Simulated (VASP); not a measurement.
Set up this calculation in VASP 6.6.1, as the native input.

```
Task                   : single point
Functional             : PBE
Potentials or basis    : VASP PAW PBE potentials, release 64 (Sr_sv, Cl)
Cutoff                 : 520 eV
k mesh                 : 6 × 6 × 6
Occupations            : gaussian, width 0.05 eV
Spin                   : no spin polarisation
Dipole correction      : no
Further INCAR settings : ALGO = Fast; EDIFF = 1e-06; NBANDS = 19
```

The structure of SrCl2 lies in POSCAR:

```
SrCl2
1.0
    0.0000000000      3.4855000000      3.4855000000
    3.4855000000      0.0000000000      3.4855000000
    3.4855000000      3.4855000000      0.0000000000
Sr Cl
1 2
Direct
    0.0000000000      0.0000000000      0.0000000000
    0.2464137140      0.2535862860      0.2535862860
    0.7464137140      0.7535862860      0.7535862860
```

The cell isn't the ideal one: all Cl atoms moved +0.025 Å, as atom 2 along Cartesian [1 0 0].

The input as run:

INCAR

```
PREC = Accurate ; ENCUT = 520
EDIFF = 1E-6 ; ISMEAR = 0
SIGMA = 0.05 ; LREAL = F
LASPH = T ; NELM = 100
ALGO = Fast ; ISIF = 2
LWAVE = F ; LCHARG = F
GGA = PE ; NBANDS = 19
```

KPOINTS

```
regular mesh
0
Gamma
  6 6 6
```

Potentials or basis: VASP PAW PBE potentials, release 64 (Sr_sv, Cl).

The run is started by

```bash
$ cat potpaw_PBE.64/Sr_sv/POTCAR potpaw_PBE.64/Cl/POTCAR > POTCAR
$ mpirun -np 1 vasp_std > vasp.out
```

Results of the run:

```yaml
Pressure: 1.2 GPa
Largest_force: 0.069 eV/Å
Band_gap_on_the_k_mesh: 5.35 eV, indirect (least direct gap 5.50 eV)
```

Wall time 41 s on 1 thread of Intel(R) Xeon(R) 6975P-C (Granite Rapids), with other jobs on the host, peak memory 0.25 GiB.
